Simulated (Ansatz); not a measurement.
# How much does Zn in Cu(111), 2x2 scatter?

Aim: the resistance that Zn in Cu(111), 2x2 adds to the host.

Program: Ansatz 0.2.0. Level of theory: Ansatz plane-wave DFT, PBE, PAW files; ballistic transport by layer matching (Landauer), zero bias; PAW set soft_1. Results are calculated unless marked as measured.

## Step 1: The structure

The cell holds 44 atoms: 43 Cu and 1 Zn. Cell: a = 5.112 Å, b = 5.112 Å, c = 23.005 Å, α = 86.8°, β = 93.2°, γ = 120.0°. It derives from Cu. Regions: lead, 24 atoms (24 Cu); scattering region, 20 atoms (19 Cu and 1 Zn). The structure is stacked along c, and the current runs across the ab planes.

## Step 2: Transmission at ideal sites

The defect sits in one plane of the supercell, all atoms on ideal sites; the layers about the cell's end are the lead. The mesh across the current, 12×12, is finer than the density's, because channels open and close sharply across the zone. Energies from -0.1 to 0.1 eV in steps of 0.05 eV are too few for the program's thermal sum, so it prints no conductance; for a metal the transmission near the Fermi level serves, at a fraction of the cost.

File input.yaml:

```yaml
crystal:
  lattice:
    - [5.1123254594, 0.0, 0.0]
    - [-2.5561627297, 4.4274037203, 0.0]
    - [-1.2780813649, 0.73790062, 22.9580794202]
  atoms:
    - { symbol: Cu, position: [0.0075757576, 0.9924242424, 0.0454545455] }
    - { symbol: Cu, position: [0.0075757576, 0.4924242424, 0.0454545455] }
    - { symbol: Cu, position: [0.5075757576, 0.9924242424, 0.0454545455] }
    - { symbol: Cu, position: [0.5075757576, 0.4924242424, 0.0454545455] }
    - { symbol: Cu, position: [0.1893939394, 0.3106060606, 0.1363636364] }
    - { symbol: Cu, position: [0.1893939394, 0.8106060606, 0.1363636364] }
    - { symbol: Cu, position: [0.6893939394, 0.3106060606, 0.1363636364] }
    - { symbol: Cu, position: [0.6893939394, 0.8106060606, 0.1363636364] }
    - { symbol: Cu, position: [0.3712121212, 0.1287878788, 0.2272727273] }
    - { symbol: Cu, position: [0.3712121212, 0.6287878788, 0.2272727273] }
    - { symbol: Cu, position: [0.8712121212, 0.1287878788, 0.2272727273] }
    - { symbol: Cu, position: [0.8712121212, 0.6287878788, 0.2272727273] }
    - { symbol: Cu, position: [0.053030303, 0.946969697, 0.3181818182] }
    - { symbol: Cu, position: [0.053030303, 0.446969697, 0.3181818182] }
    - { symbol: Cu, position: [0.553030303, 0.946969697, 0.3181818182] }
    - { symbol: Cu, position: [0.553030303, 0.446969697, 0.3181818182] }
    - { symbol: Cu, position: [0.2348484848, 0.2651515152, 0.4090909091] }
    - { symbol: Cu, position: [0.2348484848, 0.7651515152, 0.4090909091] }
    - { symbol: Cu, position: [0.7348484848, 0.2651515152, 0.4090909091] }
    - { symbol: Cu, position: [0.7348484848, 0.7651515152, 0.4090909091] }
    - { symbol: Zn, position: [0.4166666667, 0.0833333333, 0.5] }
    - { symbol: Cu, position: [0.4166666667, 0.5833333333, 0.5] }
    - { symbol: Cu, position: [0.9166666667, 0.0833333333, 0.5] }
    - { symbol: Cu, position: [0.9166666667, 0.5833333333, 0.5] }
    - { symbol: Cu, position: [0.0984848485, 0.9015151515, 0.5909090909] }
    - { symbol: Cu, position: [0.0984848485, 0.4015151515, 0.5909090909] }
    - { symbol: Cu, position: [0.5984848485, 0.9015151515, 0.5909090909] }
    - { symbol: Cu, position: [0.5984848485, 0.4015151515, 0.5909090909] }
    - { symbol: Cu, position: [0.2803030303, 0.2196969697, 0.6818181818] }
    - { symbol: Cu, position: [0.2803030303, 0.7196969697, 0.6818181818] }
    - { symbol: Cu, position: [0.7803030303, 0.2196969697, 0.6818181818] }
    - { symbol: Cu, position: [0.7803030303, 0.7196969697, 0.6818181818] }
    - { symbol: Cu, position: [0.4621212121, 0.0378787879, 0.7727272727] }
    - { symbol: Cu, position: [0.4621212121, 0.5378787879, 0.7727272727] }
    - { symbol: Cu, position: [0.9621212121, 0.0378787879, 0.7727272727] }
    - { symbol: Cu, position: [0.9621212121, 0.5378787879, 0.7727272727] }
    - { symbol: Cu, position: [0.1439393939, 0.8560606061, 0.8636363636] }
    - { symbol: Cu, position: [0.1439393939, 0.3560606061, 0.8636363636] }
    - { symbol: Cu, position: [0.6439393939, 0.8560606061, 0.8636363636] }
    - { symbol: Cu, position: [0.6439393939, 0.3560606061, 0.8636363636] }
    - { symbol: Cu, position: [0.3257575758, 0.1742424242, 0.9545454545] }
    - { symbol: Cu, position: [0.3257575758, 0.6742424242, 0.9545454545] }
    - { symbol: Cu, position: [0.8257575758, 0.1742424242, 0.9545454545] }
    - { symbol: Cu, position: [0.8257575758, 0.6742424242, 0.9545454545] }
kpoints:
  mp_grid: { grid: [5, 5, 1] }
hamiltonian:
  xc: pbe
  pseudopotentials: { kind: paw, azcp: { folder: soft_1 } }
scf:
  occupations: { method: fermi_dirac, width: 0.1 }
output:
  transmission: { leads: [[0, 4]], kmesh: [12, 12], e_range: [-0.1, 0.1], de: 0.05 }
  write_potential: true
  write_density: true
  volumetric_format: npy
  elf: true
```

Command:

```console
$ ansatz run input.yaml --threads 4 --pin off --max-ram 15360MiB --backend cpu --events-out ev --progress --plain --runs-dir out
```

Numbers of over 12 decimals in the logs are rounded to 6 here.

What it wrote:

```text
Engine: ansatz 0.2.0, x86_64-unknown-linux-gnu
Pseudopotentials: kind: paw
Pseudopotential: Cu, paw, valence charge 19, recommended cutoff 420 eV (normal), soft_1/Cu.paw.azcp
Pseudopotential: Zn, paw, valence charge 12, recommended cutoff 420 eV (normal), soft_1/Zn.paw.azcp
Functional definition: PBE
  parameter kappa = 0.804
  parameter beta = 0.066725
  exchange = pbe_x(kappa = kappa, mu = beta*pi^2/3)
  correlation = pbe_c(beta = beta)
Crystal: 44 atoms, lattice volume = 519.641 Å³
Basis set: ecut = 420 eV, 10219 PW (Γ)
Bands: 498, of which v1, the nominal top of the filled ones, is band 415 counted from 1 (414 counted from 0)
Symmetry: 4 space group operations
Space group: C2/m (ITA 12), of the structure as read, at distance tolerance 8.0e-5 Å
k-points: 9 of 25
Non-local potential: Cu, projectors of the file, l = 0: 3, l = 1: 2, l = 2: 3, l = 3: 1
Non-local potential: Zn, projectors of the file, l = 0: 2, l = 1: 2, l = 2: 3, l = 3: 1
PAW form: soft (Blöchl's): semilocal exchange-correlation on the pseudo side does not see the compensation charge
PAW one-centre angular grid: Cu, 590 points (default); XC on 64 Gauss nodes
PAW one-centre angular grid: Zn, 590 points (default); XC on 64 Gauss nodes
Initial density: superposition of atomic densities (chi_scale 0.1, normalization cell, long waves kept (reshape's long-wave potential 0.82 eV rms))
Initial wavefunctions: pseudopotential atomic-orbital guess
Functional: x = pbe(κ = 0.804, μ = 0.219515), c = pbe(β = 0.066725)
SCF iter   1: F=—  HF=-288249.736571 eV  |F-HF|=—  |Δ(HF+E_count)|=         —  Δρ=2.96e-1  dr2=9.20e2  ethr=3.10e-3  ⟨swp⟩=5.1  Hψ=15999  notcnv=0  defer=68
preconditioner: auto → Kerker (q_TF=auto, 2.949 Å⁻¹)  [metal: Δε(μ)=0.071 eV  Ē_g=9.282 eV  σ=0.100 eV  W_gap=0.17  n_scr=240 (ndim 8)  ℏωp=35.9 eV  f_vac=0.000  D(μ)=29.67/eV (n_scr^D=308)]
SCF iter   2: F=—  HF=-288213.573758 eV  |F-HF|=—  |Δ(HF+E_count)|=    3.62e1  Δρ=9.98e-2  dr2=3.46e2  ethr=3.10e-3  ⟨swp⟩=2.0  Hψ=8442  notcnv=0  defer=521
SCF iter   3: F=—  HF=-288205.893964 eV  |F-HF|=—  |Δ(HF+E_count)|=    7.68e0  Δρ=5.82e-2  dr2=1.23e2  ethr=3.10e-3  ⟨swp⟩=2.4  Hψ=7014  notcnv=0  defer=536
SCF iter   4: F=—  HF=-288202.885878 eV  |F-HF|=—  |Δ(HF+E_count)|=    3.01e0  Δρ=2.49e-2  dr2=7.30e1  ethr=3.10e-3  ⟨swp⟩=2.3  Hψ=6180  notcnv=0  defer=536
SCF iter   5: F=—  HF=-288203.173169 eV  |F-HF|=—  |Δ(HF+E_count)|=   2.87e-1  Δρ=1.99e-2  dr2=4.98e1  ethr=3.10e-3  ⟨swp⟩=1.4  Hψ=5162  notcnv=0  defer=538
SCF iter   6: F=—  HF=-288202.401626 eV  |F-HF|=—  |Δ(HF+E_count)|=   7.72e-1  Δρ=1.59e-2  dr2=1.46e1  ethr=3.10e-3  ⟨swp⟩=2.1  Hψ=4027  notcnv=0  defer=538
SCF iter   7: F=—  HF=-288202.244027 eV  |F-HF|=—  |Δ(HF+E_count)|=   1.58e-1  Δρ=6.86e-3  dr2=1.06e0  ethr=1.76e-3  ⟨swp⟩=1.6  Hψ=5167  notcnv=0  defer=552
SCF iter   8: F=—  HF=-288202.226132 eV  |F-HF|=—  |Δ(HF+E_count)|=   1.79e-2  Δρ=2.47e-3  dr2=1.15e-1  ethr=1.28e-4  ⟨swp⟩=1.0  Hψ=3929  notcnv=0  defer=553
SCF iter   9: F=—  HF=-288202.222452 eV  |F-HF|=—  |Δ(HF+E_count)|=   3.68e-3  Δρ=5.41e-4  dr2=4.98e-3  ethr=1.38e-5  ⟨swp⟩=1.0  Hψ=3929  notcnv=0  defer=553
SCF iter  10: F=—  HF=-288202.222673 eV  |F-HF|=—  |Δ(HF+E_count)|=   2.22e-4  Δρ=4.09e-4  dr2=3.03e-3  ethr=6.01e-7  ⟨swp⟩=2.0  Hψ=5694  notcnv=0  defer=553
SCF iter  11: F=—  HF=-288202.222510 eV  |F-HF|=—  |Δ(HF+E_count)|=   1.64e-4  Δρ=2.23e-4  dr2=7.17e-4  ethr=3.66e-7  ⟨swp⟩=2.1  Hψ=6002  notcnv=0  defer=553
SCF iter  12: F=—  HF=-288202.222522 eV  |F-HF|=—  |Δ(HF+E_count)|=   1.25e-5  Δρ=6.65e-5  dr2=8.96e-5  ethr=8.65e-8  ⟨swp⟩=2.0  Hψ=4186  notcnv=0  defer=553
SCF iter  13: F=—  HF=-288202.222391 eV  |F-HF|=—  |Δ(HF+E_count)|=   1.31e-4  Δρ=6.04e-5  dr2=7.52e-5  ethr=1.08e-8  ⟨swp⟩=2.0  Hψ=4607  notcnv=0  defer=553
SCF iter  14: F=—  HF=-288202.222388 eV  |F-HF|=—  |Δ(HF+E_count)|=   2.72e-6  Δρ=2.43e-5  dr2=1.14e-5  ethr=9.07e-9  ⟨swp⟩=2.0  Hψ=3967  notcnv=0  defer=553
SCF iter  15: F=—  HF=-288202.222388 eV  |F-HF|=—  |Δ(HF+E_count)|=   5.93e-7  Δρ=9.09e-6  dr2=2.40e-6  ethr=1.37e-9  ⟨swp⟩=1.0  Hψ=3929  notcnv=0  defer=553
SCF iter  16: F=—  HF=-288202.222388 eV  |F-HF|=—  |Δ(HF+E_count)|=   1.95e-7  Δρ=4.27e-6  dr2=4.25e-7  ethr=2.90e-10  ⟨swp⟩=2.0  Hψ=5134  notcnv=0  defer=553
SCF iter  17: F=-288202.222388 eV  HF=-288202.222388 eV  |F-HF|=1.05e-8  |Δ(HF+E_count)|=   1.82e-8  Δρ=1.59e-6  dr2=1.93e-8  ethr=1.21e-11  ⟨swp⟩=6.9  Hψ=16565  notcnv=0
SCF 1 converged in 17 iterations: F = -288202.222388 eV  dr2 = 1.93e-8
  greatest PAW one-centre occupation: 1.000 electrons in one spin orbital (limit 2), on the Cu atom at site 25 (counted from 0), in its partial waves of l = 0
transmission: 151 of 1505 steps passed
transmission: 303 of 1505 steps passed
[...]
transmission: 1505 of 1505 steps passed
SCF converged after 17 iterations
Free energy (F): -288202.222388 eV
Harris-Foulkes:  -288202.222388 eV  (|F-HF|=1.05e-8)
Internal energy: -288201.717484 eV  (E = F + TS)
E sigma→0 (E₀):  -288201.969936 eV
Entropy (-TS):   -0.504903 eV (-11.475 meV/atom)
Fermi energy:    16.279938 eV
--- Per-component energies (eV) ---
  E_band       = -15719.458158
  E_kinetic    = 11405.847726
  E_local      = -196300.951224  (includes V_loc(G=0)·N_el)
  E_nonlocal   = 39069.842541
  E_hartree    = 83134.219790
  E_xc         = -3048.669521
  E_vxc        = -3886.625735  (∫ρ·V_xc dr)
  E_paw        = -79929.442648  (= ΣΔE_a)
  E_vpaw       = -32276.049572  (= ΣTr[D̂ρ^β])
  E_aug_tail   = 0.043979  (compensation charges beyond the density's cutoff)
  E_ewald      = -142532.608128
  E_smearing   = -0.504903  (= −TS)
  E_closure    = -0.000000  (closes the sum)
  Σ components = -288202.222388   (vs F -288202.222388, Δ=0.00e0)
--- Band table (eV; the first three rows and the last of 9) ---
  k-point 0: bands = [... 411 lower, 16.4427, 16.4603, 16.7357, 16.7897, 16.8340, 16.8472, 17.0470, 17.0805, ... 79 higher]
  k-point 1: bands = [... 411 lower, 15.9647, 16.0481, 16.1223, 16.2137, 16.2296, 16.2730, 16.3946, 16.5358, ... 79 higher]
  k-point 2: bands = [... 411 lower, 16.0428, 16.0817, 16.1569, 16.2247, 16.3278, 16.5932, 16.6318, 16.6829, ... 79 higher]
  k-point 8: bands = [... 411 lower, 16.0641, 16.0773, 16.1174, 16.1257, 16.3417, 16.3470, 16.4891, 16.4968, ... 79 higher]
--- Transmission ---
  basis      : 199 plane waves across, 35 finite elements along
  points     : 43, standing for a mesh of 12 x 12
  energies   : 5 from -0.100000 to 0.100000 eV about the Fermi level, 0.050000 eV apart; the leads are filled to 0.000000 eV, and channels, transmission and decay are at 0.000000 eV
  crystal 0  : Cu4, at the sites [0, 4], period 2.0871 Å, over 20.87 Å; its Hamiltonian steps by up to 2.1 meV
    offset         : up to 0.0000 Å between an atom of the period and one for which it stands
    channels       : 3.145833e0 a spin
    conductance    : none, the energies end too early or step too widely for 300 K: set another output.transmission.e_range or a lower de, or, where they end at an eighth of basis.ecutwfc, a higher one
  junction   : crystal 0 to crystal 0, 0.70 to 21.57 Å
    transmission   : 3.059005e0 a spin
    conductance    : none, the energies end too early or step too widely for 300 K: set another output.transmission.e_range or a lower de, or, where they end at an eighth of basis.ecutwfc, a higher one
```

It took 4.2 min on 4 threads of Intel Xeon Platinum 8259CL at 2.50GHz (Skylake/Cascade Lake), shared host; peak memory 5.2 GiB.

This run has no spin polarisation although its electron count is odd.

This step gave:

```
free energy                                    : -288202.2224 eV
energy at zero smearing                        : -288201.9699 eV
Fermi energy                                   : 16.28 eV
cell area                                      : 22.63 Å²
transmission per spin nearest the Fermi level  : 3.059
open channels per spin nearest the Fermi level : 3.146
step of the lead's potential                   : 2.1 meV
```

Per spin. The transmission, zone mean by energy, zero at the Fermi level:

```csv
energy (eV),"transmission, zone mean"
-0.1000,3.04
-0.0500,3.05
0.0000,3.06
0.0500,3.07
0.1000,3.07
```

Per spin. The open channels, zone mean, lead stays at 3.15 for energy from -0.1 to 0.1 eV.

Transmission over k1 and k2. At 0.0000 eV from the Fermi level.

Values, 12 rows by 12 columns:
```
2.96 3.81 2.96 2.97 2.97 2.96 3.81 2.96 2.97 2.97 2.97 2.97
2.97 2.96 3.82 2.96 2.96 2.96 3.82 2.96 2.97 2.97 2.97 2.97
2.98 2.97 2.96 3.81 2.87 2.87 3.81 2.96 2.97 2.98 2.97 2.97
2.97 2.97 2.96 2.87 2.91 2.84 2.91 2.87 2.96 2.97 2.97 2.97
2.96 2.96 2.96 2.87 2.84 2.63 2.62 2.84 2.87 2.96 2.96 2.96
3.80 3.81 3.82 3.81 2.91 2.62 2.69 2.62 2.91 3.81 3.82 3.81
2.96 2.96 2.96 2.96 2.87 2.84 2.62 2.63 2.84 2.87 2.96 2.96
2.97 2.97 2.97 2.97 2.96 2.87 2.91 2.84 2.91 2.87 2.96 2.97
2.98 2.97 2.97 2.98 2.97 2.96 3.81 2.87 2.87 3.81 2.96 2.97
2.97 2.97 2.97 2.97 2.97 2.96 3.82 2.96 2.96 2.96 3.82 2.96
2.96 2.97 2.97 2.97 2.97 2.96 3.81 2.96 2.97 2.97 2.96 3.81
3.80 2.96 2.97 2.98 2.97 2.96 3.80 2.96 2.97 2.98 2.97 2.96
```
Columns: k1 (b1) from -0.5 to 0.417; rows upwards: k2 (b2) from -0.5 to 0.417.

Open channels over k1 and k2. At 0.0000 eV from the Fermi level.

Values, 12 rows by 12 columns:
```
3.00 4.00 3.00 3.00 3.00 3.00 4.00 3.00 3.00 3.00 3.00 3.00
3.00 3.00 4.00 3.00 3.00 3.00 4.00 3.00 3.00 3.00 3.00 3.00
3.00 3.00 3.00 4.00 3.00 3.00 4.00 3.00 3.00 3.00 3.00 3.00
3.00 3.00 3.00 3.00 3.00 3.00 3.00 3.00 3.00 3.00 3.00 3.00
3.00 3.00 3.00 3.00 3.00 3.00 3.00 3.00 3.00 3.00 3.00 3.00
4.00 4.00 4.00 4.00 3.00 3.00 3.00 3.00 3.00 4.00 4.00 4.00
3.00 3.00 3.00 3.00 3.00 3.00 3.00 3.00 3.00 3.00 3.00 3.00
3.00 3.00 3.00 3.00 3.00 3.00 3.00 3.00 3.00 3.00 3.00 3.00
3.00 3.00 3.00 3.00 3.00 3.00 4.00 3.00 3.00 4.00 3.00 3.00
3.00 3.00 3.00 3.00 3.00 3.00 4.00 3.00 3.00 3.00 4.00 3.00
3.00 3.00 3.00 3.00 3.00 3.00 4.00 3.00 3.00 3.00 3.00 4.00
4.00 3.00 3.00 3.00 3.00 3.00 4.00 3.00 3.00 3.00 3.00 3.00
```
Columns: k1 (b1) from -0.5 to 0.417; rows upwards: k2 (b2) from -0.5 to 0.417.

Electrostatic potential energy in the ca plane at fractional y = 0.083, with atoms of Zn and Cu within 0.2 Å of it. With pseudopotentials it is smooth inside the atoms' cores, unlike the true potential.

Values in eV, 8 rows by 16 columns, each cell a mean:
```
 17  16 -18 -14  16  17  18  17 -15 -36  15  17  18  16   5 -34
 17  16 -23 -15  15  15  17  15   1 -10  15  12  13  -4  14   9
 15  16  10  12   0  -1  11   7  16  14  13   5  10 -11  14   7
 15  16  13  13   2   3  14  12   4 -11  15  15  17  13   5 -36
 17  16 -18 -14  16  17  18  17 -16 -37  14  17  18  16   5 -34
 17  16 -23 -15  15  15  17  15   0 -11  14  11  13  -4  14   9
 15  16  10  12   0  -1  11   7  16  14  13   5  10 -11  14   7
 15  16  13  13   2   3  14  12   5 -10  15  15  17  13   5 -36
```
Columns run along c (16.0 Å, from fractional 0.11 to 0.80 of the cell; values clipped at the 3rd and 97th percentile), rows up along a (5.1 Å). Atoms in or near the plane, at fractional coordinates: Zn at (0.50, 0.42), Cu at (0.50, 0.92), Cu at (0.77, 0.46), Cu at (0.77, 0.96).

ELF in the ca plane at fractional y = 0.083, with atoms of Zn and Cu within 0.2 Å of it. It is the smooth field of the valence electrons, not physical close to the nuclei.

Values, 8 rows by 16 columns, each cell a mean:
```
0.23 0.24 0.21 0.20 0.24 0.22 0.24 0.27 0.22 0.39 0.24 0.25 0.23 0.23 0.19 0.26
0.22 0.24 0.23 0.21 0.22 0.20 0.22 0.22 0.18 0.18 0.21 0.18 0.20 0.16 0.21 0.19
0.22 0.22 0.19 0.20 0.17 0.17 0.19 0.17 0.24 0.23 0.20 0.17 0.19 0.15 0.21 0.18
0.20 0.20 0.20 0.21 0.17 0.17 0.20 0.20 0.18 0.13 0.23 0.21 0.22 0.20 0.19 0.27
0.23 0.24 0.21 0.20 0.24 0.22 0.25 0.28 0.11 0.04 0.26 0.25 0.24 0.23 0.19 0.26
0.22 0.24 0.23 0.21 0.22 0.20 0.22 0.23 0.17 0.13 0.22 0.18 0.20 0.16 0.21 0.19
0.22 0.22 0.18 0.20 0.17 0.17 0.19 0.17 0.24 0.23 0.20 0.17 0.19 0.15 0.21 0.18
0.20 0.20 0.20 0.21 0.17 0.17 0.20 0.19 0.19 0.17 0.22 0.20 0.22 0.20 0.19 0.27
```
Columns run along c (16.0 Å, from fractional 0.11 to 0.80 of the cell), rows up along a (5.1 Å). Atoms in or near the plane, at fractional coordinates: Zn at (0.50, 0.42), Cu at (0.50, 0.92), Cu at (0.77, 0.46), Cu at (0.77, 0.96).

Valence density in the ca plane at fractional y = 0.083, with atoms of Zn and Cu within 0.2 Å of it. It is the smooth field of the valence electrons, not physical close to the nuclei.

Ten steps, logarithmic in the rise over the least value, from '0' (0 e/Å³) to '9' (49 e/Å³), each cell a mean:
```
00000025531000000000000489620000000000003786
00000148851000000000000489620000000000001453
00000047841000000000000245300000000122100110
00000024420011100001100011000011000243100000
00000001100023310012100000000011000233100111
00000000000024310011100011000011000011001353
00000001100012100000000134210000000000003796
00000025531000000000000378510000000000003786
00000148851000000000000378510000000000001453
00000047841000000000000134200000000122100110
00000024420011100001100001000011000243100000
00000001100023310012100000000011000233100111
00000000000024310011100011100011000011001353
00000001100012100000000246310000000000003796
```
Columns run along c (16.0 Å, from fractional 0.11 to 0.80 of the cell), rows up along a (5.1 Å). Atoms in or near the plane, at fractional coordinates: Zn at (0.50, 0.42), Cu at (0.50, 0.92), Cu at (0.77, 0.46), Cu at (0.77, 0.96).

Over the solved energies the transmission per spin lies between 3.04 and 3.07, out of 3.15 channels of the lead on average (up to 3.15).

## Step 3: Resistance at ideal sites

This step: Ansatz plane-wave DFT, PBE, PAW files; ballistic transport by layer matching (Landauer), zero bias; area resistance of the defect plane and resistivity an atomic per cent; PAW set soft_1 (Ansatz 0.2.0).

This step gave:

| Property | Result |
| --- | --- |
| area resistance | 0.02614 fΩ m² |
| T over the leads' mean channel count | 0.9726 |
| resistivity per at.% scaled from this dense plane, with the factor 3/4 for isotropic scattering | 0.3757 µΩ cm |

Averaged over the energies near the Fermi level, 97.3 % of the channels pass, which makes 0.0261 fΩ m².

By hand, with T and the leads' channels N averaged over the energies near the Fermi level: RA = A (h/2e²)(1/T − 1/N) = 22.63×10⁻²⁰ m² × 12 906 Ω × (1/3.060 − 1/3.146) = 0.0261 fΩ m². Per atomic per cent: RA × A / V_atom × 0.01 × 3/4 = 0.376 µΩ cm, with the host's V_atom = 11.81 Å³.

## Step 4: Results

| Quantity | Value |
| --- | --- |
| share of channels that pass, rigid | 0.973 |
| area resistance, rigid | 0.0261 fΩ m² |
| resistivity per at.% from the area resistance, times 3/4, rigid | 0.376 µΩ cm |

In words: The plane of defects adds 0.026 fΩ m². Scaled to one atomic per cent that is 0.50 µΩ cm as it stands and 0.38 with the factor 3/4 for isotropic scattering on a spherical Fermi surface. These are rough estimates of the dilute value, not bounds. One Zn in each 2x2 cell reflects 2.7 % of the lead's channels. The defects form a dense periodic sheet that scatters coherently, unlike a dilute random alloy. T and N are means over the solved energies nearest the Fermi level.

[Logs are printed without paths, hosts, clocks, repeated set-up lines and the standing remarks that a program may print on its own settings, such as how far it seeks lower states.]

[Hosts, paths, dates, database ids (printed as entryN), source tags and the programs' standing remarks are cut or masked in the printed files.]
